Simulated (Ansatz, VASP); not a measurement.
One calculation of Al, 3 ways

The starting cell:

```
Al
1.0
     0.00000    2.02481    2.02481
     2.02481    0.00000    2.02481
     2.02481    2.02481    0.00000
Al
1
Cartesian
  0.0000 0.0000 0.0000
```

Alike in all runs: task relaxation of cell and atoms; functional revPBE; k mesh 11 × 11 × 11; occupations fermi-dirac, width 0.05 eV; no spin polarisation; no spin-orbit coupling.

| program and potentials | plane-wave cutoff (eV) | notes | equilibrium volume (Å³/atom) |
| --- | --- | --- | --- |
| Ansatz, Ansatz PAW | 420 | potentials made for PBE, which Ansatz adapts in part | 16.75 |
| VASP, PBE PAW files Al, 600 eV | 600 | potentials made for PBE | 16.74 |
| Ansatz, all-electron LAPW, scalar-relativistic | - | - | 16.75 |

The equilibrium volume spans 16.74 (VASP, PBE PAW files Al, 600 eV) to 16.75 Å³/atom (Ansatz, all-electron LAPW, scalar-relativistic), with all-electron results at 16.75. Some sets were made for another functional than the one run, which can shift their rows. Relaxations stop with a little pressure left, so the last digit of a volume isn't settled.

Differences between rows come from potentials, basis sets and numerical settings, since the functional is the same but for its coding. Runs on potential files found faulty are left out.

The three calculations give essentially the same equilibrium volume for aluminium, 16.74 to 16.75 Å³/atom, and offer no basis for ranking the potentials. This insensitivity fits the electronic structure of Al: the 3s and 3p electrons form a nearly free-electron band, while the neon-like core is compact, deep in energy and almost inert under small changes of volume. A frozen core therefore transfers well, and the mismatch between PBE-derived potentials and revPBE probably has little leverage on the volume, since it acts mainly near the core and largely cancels along the compression curve.

All three runs also expand the starting cell slightly. That is the direction expected of revPBE, whose stronger exchange enhancement at large density gradients favours inhomogeneous densities and so tends to weaken bonding and lengthen bonds relative to PBE. The close agreement supports the numerical consistency of the revPBE volume, not the functional's accuracy for Al, and it need not carry over to elements with shallow semicore states, where core–valence exchange matters more.
